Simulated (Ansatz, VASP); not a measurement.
# Pb: VASP beside Ansatz

```xyz
2
Lattice="0.0000 3.4390 3.4390 3.4390 0.0000 3.4390 3.4390 3.4390 0.0000" Properties=species:S:1:pos:R:3 pbc="T T T"
Pb    1.7195    1.7195    1.7195
Pb    0.0000    0.0000    0.0000
```

Alike in both runs: functional PBE; k mesh 7 × 7 × 7; occupations fermi-dirac, width 0.05 eV; no spin polarisation.

|  | VASP | Ansatz |
| --- | --- | --- |
| version | VASP 6.6.1 | Ansatz 0.2.0 |
| potentials or method | VASP PAW PBE potentials, release 64 (Pb_d), cutoff 520 eV | all-electron LAPW, scalar-relativistic |
| task | single point | band structure |

|  | VASP | Ansatz | Ansatz less VASP |
| --- | --- | --- | --- |
| gap on the k mesh at the Fermi level (eV) | none | none | - |
| pressure (GPa) | 2.4 | 2.4 | +0.06 |

A gap of «none» marks a metal or a gap that the smearing closes. Ansatz ran all-electron here, so the differences hold the error of VASP's frozen core and of both bases.

Caveats: spin-orbit coupling is left out, which moves the levels of the heavy elements (Ansatz). The runs have no spin-orbit coupling, so splittings on Pb are missing.
